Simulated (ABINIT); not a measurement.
BN:

```
N B
1.0
     0.00000    3.49532    2.16609
     1.25163    0.00000    2.16609
     1.25163    3.49532    0.00000
N B
1 1
Direct
  0.66665 0.66665 0.33335
  0.00005 0.00005 0.99995
```

Measurements of this composition are mostly on another form, of space group No. 194.

Base run:

| Item | Value |
| --- | --- |
| Program | ABINIT 10.8.3 (patched build) |
| Functional | PBEsol |
| Potentials or basis | JTH PAW PBE v2.0 |
| Cutoff | 707 eV |
| k mesh | 13 × 13 × 13 |
| Occupations | fermi-dirac, width 0.05 eV |
| Spin | no spin polarisation |

Its results: band gap on the k mesh 3.79 eV, indirect (least direct gap 4.58 eV); pressure 1.0 GPa; largest force 0.011 eV/Å.

Task: The run is repeated on the same cell with these changes: functional from PBEsol to LDA; potentials or basis from JTH PAW PBE v2.0 to JTH PAW LDA v2.0. What comes out?

Result: Band gap on the k mesh 3.70 eV, indirect (least direct gap 4.50 eV); pressure -4.2 GPa; largest force 0.011 eV/Å.

Caveats: the mesh misses the band edges, which the band path finds closer together; the atomic spheres overlap; the PAW data sets were made with another functional, which shifts forces and pressure a little (some runs).
